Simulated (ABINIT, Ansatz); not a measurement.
## Cost and result for the equilibrium volume of SnO

Space group P4/nmm:1 (No. 129). a = 3.814 Å, b = 3.814 Å, c = 4.887 Å, α = 90.00°, β = 90.00°, γ = 90.00°
```
atom  site  symmetry       x       y       z
  Sn    2c       4mm  0.5000  0.0000  0.7646
   O    2a      -4m2  0.0000  0.0000  0.0000
```

The cell is a database's computed one, not the measured one.

| rung | level | program and potentials | cutoff (eV) | k mesh | smearing | core time | chip | equilibrium volume (Å³/atom) | notes |
| --- | --- | --- | --- | --- | --- | --- | --- | --- | --- |
| GGA | PBE | Ansatz, Ansatz PAW | 420 | 7 × 7 × 6 | fermi-dirac 0.05 | 15 s | AMD EPYC 9R45 Zen 5 | 18.95 | 10 valence electrons an atom on average |
| GGA + dispersion | BLYP+D3(BJ) | Ansatz, Ansatz PAW | 420 | 7 × 7 × 6 | fermi-dirac 0.05 | 16 s | Intel Xeon 6975P-C Granite Rapids | 18.04 | potentials made for PBE, which Ansatz adapts in part; 10 valence electrons an atom on average |
| GGA + dispersion | BLYP+D4 | Ansatz, Ansatz PAW | 420 | 7 × 7 × 6 | fermi-dirac 0.05 | 18 s | Intel Xeon 6975P-C Granite Rapids | 18.24 | potentials made for PBE, which Ansatz adapts in part; 10 valence electrons an atom on average |
| GGA + dispersion | PBEsol+D3(BJ) | Ansatz, Ansatz PAW | 420 | 7 × 7 × 6 | fermi-dirac 0.05 | 20 s | Intel Xeon Platinum 8488C Sapphire Rapids | 16.20 | potentials made for PBE, which Ansatz adapts in part; 10 valence electrons an atom on average |
| LDA | LDA | Ansatz, Ansatz PAW | 420 | 7 × 7 × 6 | fermi-dirac 0.05 | 20 s | Intel Xeon Platinum 8488C Sapphire Rapids | 16.53 | potentials made for PBE, which Ansatz adapts in part; 10 valence electrons an atom on average |
| GGA + dispersion | revPBE+D4 | Ansatz, Ansatz PAW | 420 | 7 × 7 × 6 | fermi-dirac 0.05 | 21 s | Intel Xeon Platinum 8488C Sapphire Rapids | 17.22 | potentials made for PBE, which Ansatz adapts in part; 10 valence electrons an atom on average |
| GGA + dispersion | RPBE+D4 | Ansatz, Ansatz PAW | 420 | 7 × 7 × 6 | fermi-dirac 0.05 | 21 s | Intel Xeon Platinum 8488C Sapphire Rapids | 17.25 | potentials made for PBE, which Ansatz adapts in part; 10 valence electrons an atom on average |
| GGA | PBEsol | Ansatz, Ansatz PAW | 420 | 7 × 7 × 6 | fermi-dirac 0.05 | 22 s | Intel Xeon Platinum 8488C Sapphire Rapids | 17.21 | potentials made for PBE, which Ansatz adapts in part; 10 valence electrons an atom on average |
| GGA + dispersion | revPBE+D3(BJ) | Ansatz, Ansatz PAW | 420 | 7 × 7 × 6 | fermi-dirac 0.05 | 22 s | Intel Xeon Platinum 8488C Sapphire Rapids | 17.18 | potentials made for PBE, which Ansatz adapts in part; 10 valence electrons an atom on average |
| GGA + dispersion | PBEsol+D4 | Ansatz, Ansatz PAW | 420 | 7 × 7 × 6 | fermi-dirac 0.05 | 24 s | Intel Xeon Platinum 8488C Sapphire Rapids | 16.49 | potentials made for PBE, which Ansatz adapts in part; 10 valence electrons an atom on average |
| GGA | PBE | Ansatz, SPMS NC | 1034 | 7 × 7 × 6 | fermi-dirac 0.05 | 35 s | AMD EPYC 9R45 Zen 5 | 18.97 | 10 valence electrons an atom on average |
| GGA | PBE | Ansatz, Ansatz PAW (files of its older set among them) | 900 | 7 × 7 × 6 | fermi-dirac 0.05 | 48 s | AMD EPYC 9R45 Zen 5 | 18.95 | 14 valence electrons an atom on average |
| GGA | PBE | Ansatz, PseudoDojo stringent (PBE files) | 1388 | 7 × 7 × 6 | fermi-dirac 0.05 | 70 s | AMD EPYC 9R45 Zen 5 | 18.97 | 14 valence electrons an atom on average |
| hybrid | r2SCAN0 | Ansatz, Ansatz PAW | 500 | 4 × 4 × 3 | fermi-dirac 0.05 | 4.5 min | Arm Neoverse V1 | 17.71 | coarse mesh; potentials made for PBE, which Ansatz adapts in part; 10 valence electrons an atom on average |
| GGA | PBEsol | ABINIT, JTH PAW PBE v2.0 | 626 | 5 × 5 × 4 | fermi-dirac 0.05 | 5.6 min | Intel Xeon Platinum 8488C Sapphire Rapids | 17.25 | potentials made for PBE; 10 valence electrons an atom on average |
| hybrid | HSE03 | Ansatz, Ansatz PAW | 420 | 4 × 4 × 3 | fermi-dirac 0.05 | 12 min | Intel Xeon Skylake/Cascade Lake | 18.20 | coarse mesh; potentials made for PBE, which Ansatz adapts in part; 10 valence electrons an atom on average |
| LDA | LDA | ABINIT, PseudoDojo NC SR LDA v0.4.1 standard | 1143 | 5 × 5 × 4 | fermi-dirac 0.05 | 14 min | Intel Xeon 6975P-C Granite Rapids | 16.60 | 10 valence electrons an atom on average |

Times are single runs on shared hosts and different chips, so they are rough; meshes, cutoffs and the tasks' sizes weigh on the time. Task: relaxation of cell and atoms. All rows: no spin polarisation. Smearing widths are in eV. Meshes differ between rows, which moves values too. Meshes are those of the run's cell of 4 atoms unless a note names another. Relaxations start from the cell shown or near it and stop with a little pressure left. Runs on faulty files, with rough fits or with known faults for this quantity aren't shown. No row holds spin-orbit coupling.

By rung: LDA 16.53 to 16.60; GGA 17.21 to 18.97; GGA + dispersion 16.20 to 18.24; hybrid on coarse meshes 17.71 to 18.20 (Å³/atom).
